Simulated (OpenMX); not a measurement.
A run of OpenMX 3.8.5:

Contents of MgB2.dat:

```
System.CurrrentDirectory             ./
System.Name                          MgB2
DATA.PATH                            ./DFT_DATA13
level.of.stdout                      1
level.of.fileout                     0
Species.Number                       2
<Definition.of.Atomic.Species
  Mg  Mg7.0-s3p2d1           Mg_PBE13
  B   B7.0-s2p2d1            B_PBE13
Definition.of.Atomic.Species>

Atoms.Number                         3
Atoms.SpeciesAndCoordinates.Unit     FRAC
<Atoms.SpeciesAndCoordinates
    1  Mg    0.0000000000    0.0000000000    0.0000000000   4.000  4.000
    2  B     0.6666666667    0.3333333333    0.5000000000   1.500  1.500
    3  B     0.3333333333    0.6666666667    0.5000000000   1.500  1.500
Atoms.SpeciesAndCoordinates>

Atoms.UnitVectors.Unit               Ang
<Atoms.UnitVectors
     3.0433056997    0.0000000000    0.0000000000
    -1.5216528499    2.6355800475    0.0000000000
     0.0000000000    0.0000000000    3.4753860551
Atoms.UnitVectors>

scf.XcType                           GGA-PBE
scf.SpinPolarization                 off
scf.ElectronicTemperature            580.226
scf.energycutoff                     500.0
scf.maxIter                          100
scf.EigenvalueSolver                 band
scf.Kgrid                            7 7 7
scf.Mixing.Type                      rmm-diisk
scf.Init.Mixing.Weight               0.05
scf.Min.Mixing.Weight                0.001
scf.Max.Mixing.Weight                0.3
scf.Mixing.History                   25
scf.Mixing.StartPulay                8
scf.criterion                        1.0e-8
scf.stress.tensor                    on
MD.Type                              nomd
```

Potentials or basis: OpenMX 2013 PBE set, Mg7.0-s3p2d1, B7.0-s2p2d1, grid cutoff 500 Ry.

Command:

```bash
$ openmx MgB2.dat -nt 1 > MgB2.std
```

Hardware: 1 thread of Intel(R) Xeon(R) Platinum 8375C CPU @ 2.90GHz (Ice Lake) (shared host).

Problem. How long does it take, and how much memory?

Solution. Wall time 7.4 min on 1 thread of Intel(R) Xeon(R) Platinum 8375C CPU @ 2.90GHz (Ice Lake) (shared host), peak memory 1 GiB. Counts: k points 172, basis 40, scf iterations 16.
